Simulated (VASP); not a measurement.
# Settings for FePt: energy at fixed spin moment

FePt, P4/mmm (no. 123), 2 atoms in the cell. PBEsol, fixed spin moment; PAW potentials Pt, Fe (PBE set). VASP 6.6.1.

Wanted: energies at fixed moments within 2 meV/atom; moment left free within 0.06 muB per cell.

POSCAR:
```
FePt
1.0
    2.7235000000      0.0000000000      0.0000000000
    0.0000000000      2.7235000000      0.0000000000
    0.0000000000      0.0000000000      3.7200000000
Pt Fe
1 1
Direct
    0.5000000000      0.5000000000      0.5000000000
    0.0000000000      0.0000000000      0.0000000000
```

The series start from Electronic algorithm: Normal; Cutoff (eV): 400; Smearing: MP 0.1; k-point spacing (1/Å): 0.24. Each series keeps the choices made before it, and each single choice may use up half of a tolerance. Times cover all steps of a run.

## Electronic algorithm

| Electronic algorithm | Energies at fixed moments, largest deviation (meV/atom) | Moment left free (muB per cell) | Time (s) |
|---|---|---|---|
| Normal | 0.0 | 3.351 | 174 |
| Fast | 0.0 | 3.351 | 185 |

Chosen: Normal; no other choice that stays within half of the tolerance saves 30 % of the time.

## Cutoff (eV)

| Cutoff (eV) | Energies at fixed moments, largest deviation (meV/atom) | Moment left free (muB per cell) | Time (s) |
|---|---|---|---|
| 300 | 0.5 | 3.352 | 135 |
| 350 | 0.7 | 3.352 | 162 |
| 400 | 0.1 | 3.351 | 174 |
| 450 | 0.0 | 3.351 | 231 |
| 520 | 0.0 | 3.351 | 186 |
| 600 (reference) | 0.0 | 3.351 | 235 |

Chosen: 300, the loosest value from which every tighter one stays within half of the tolerance.

## Smearing

| Smearing | Energies at fixed moments, largest deviation (meV/atom) | Moment left free (muB per cell) | Time (s) |
|---|---|---|---|
| MP 0.2 | 3.8 | 3.340 | 134 |
| MP 0.1 | 4.0 | 3.352 | 135 |
| MP 0.05 | 4.1 | 3.354 | 122 |
| tetrahedron (reference) | 0.0 | 3.249 | 153 |

Chosen: tetrahedron; the one before it in the list is off by more than half of the tolerance.

## k-point spacing (1/Å)

| k-point spacing (1/Å) | Energies at fixed moments, largest deviation (meV/atom) | Moment left free (muB per cell) | Time (s) |
|---|---|---|---|
| 0.4 | 23.1 | 3.118 | 68 |
| 0.3 | 7.3 | 3.215 | 110 |
| 0.24 | 2.8 | 3.249 | 153 |
| 0.19 | 1.6 | 3.250 | 184 |
| 0.15 | 1.0 | 3.265 | 381 |
| 0.12 (reference) | 0.0 | 3.269 | 710 |

Chosen: 0.12; the next looser run is off by more than half of the tolerance, so convergence isn't shown beyond this value.

## All choices together

| Input | Energies at fixed moments, largest deviation (meV/atom) | Moment left free (muB per cell) | Time (s) |
|---|---|---|---|
| default cutoff, precision and threshold on a coarse mesh (naive) | 52.6 | 3.541 | 20 |
| chosen settings | 0.4 | 3.269 | 710 |
| reference settings throughout | 0.0 | 3.268 | 1200 |

The chosen settings stay within the tolerance of the reference run, but the reference itself isn't shown to be converged in: k-point spacing (1/Å).

Values of the reference run: Energies at fixed moments: 0, -29.6, -115.4, -251, -353.2, -219.9 meV/atom, against the smallest moment.

## The input

INCAR.step1:
```
SYSTEM = FePt
  PREC = Accurate
  ENCUT = 300
  EDIFF = 1E-7
  NELM = 200
  ALGO = Normal
  ISMEAR = -5
  SIGMA = 0.05
  LREAL = .False.
  LASPH = .True.
  LMAXMIX = 4
  LORBIT = 11
  LWAVE = .False.
  LCHARG = .False.
  GGA = PS
  ISPIN = 2
  ISIF = 2
  NUPDOWN = 0.0
  MAGMOM = 0 0
```

INCAR.step2, as INCAR.step1 but for:
```
- NUPDOWN = 0.0
- MAGMOM = 0 0
+ NUPDOWN = 0.81
+ MAGMOM = 0.404 0.404
```

INCAR.step3 to INCAR.step6 change the same tags again: MAGMOM = 0.808 0.808, 1.212 1.212, 1.616 1.616, 2.02 2.02; NUPDOWN = 1.62, 2.42, 3.23, 4.04.

INCAR.step7, as INCAR.step6 but for:
```
- NUPDOWN = 4.04
```

KPOINTS:
```
Automatic mesh
0
Gamma
  20 20 15
  0 0 0
```

Commands (each step's output is kept before the next begins):
```
cat potpaw_PBE.64/Pt/POTCAR potpaw_PBE.64/Fe/POTCAR > POTCAR
cp INCAR.step1 INCAR
mpirun -np 4 vasp_std > vasp.out
rm WAVECAR CHG
cp INCAR.step2 INCAR
mpirun -np 4 vasp_std > vasp.out
rm WAVECAR CHG
cp INCAR.step3 INCAR
mpirun -np 4 vasp_std > vasp.out
rm WAVECAR CHG
cp INCAR.step4 INCAR
mpirun -np 4 vasp_std > vasp.out
rm WAVECAR CHG
cp INCAR.step5 INCAR
mpirun -np 4 vasp_std > vasp.out
rm WAVECAR CHG
cp INCAR.step6 INCAR
mpirun -np 4 vasp_std > vasp.out
rm WAVECAR CHG
cp INCAR.step7 INCAR
mpirun -np 4 vasp_std > vasp.out
```

The chosen input took VASP 6.6.1 710 s on 4 cores (Intel Xeon Platinum 8259CL @ 2.50GHz (Skylake/Cascade Lake)), a shared host.

## An input that fails: moment fixed beyond the electrons at hand

It ran out of time.

Changes against the starting input:
```
(step 2)
- NELM = 200
- NUPDOWN = 0.81
+ NELM = 50
+ NUPDOWN = 40
```
